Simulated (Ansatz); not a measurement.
A run of Ansatz 0.2.0 is set up as follows.

Contents of input.yaml:

```yaml
crystal:
  lattice:
    - [0.0, 2.1554, 2.1554]
    - [2.1554, 0.0, 2.1554]
    - [2.1554, 2.1554, 0.0]
  atoms:
    - { symbol: Fe, position: [0.0, 0.0, 0.0], spin: 3.0 }
    - { symbol: O, position: [0.5, 0.5, 0.5] }
kpoints:
  mp_grid: { grid: [11, 11, 11] }
scf:
  occupations: { method: gaussian, width: 0.011 }
hamiltonian:
  xc: pbe
  pseudopotentials: { kind: all_electron, lapw: { basis_error: 0.001 } }
magnetization:
  spin_polarized: true
output:
  forces: true
  stress: true
  eigenvalues: true
```

Potentials or basis: all-electron LAPW, scalar-relativistic.

The run is started by

```sh
$ ansatz run input.yaml --threads 2 --pin off --max-ram 6144MiB --backend cpu --events-out ev --progress --plain --runs-dir out
```

Q: Estimate the absolute moment.

A: 4.01 μB per cell.

Q: What does it give for the band gap on the k mesh?

A: None (metal or under the smearing width).

Caveat: a cell with one magnetic atom can't hold antiferromagnetic order, which such compounds often take; semilocal functionals often make such compounds metallic where correlation or magnetic order opens a gap, which also shifts bond lengths.

The gap isn't set beside the measured one, since this odd mesh misses points on the zone boundary.
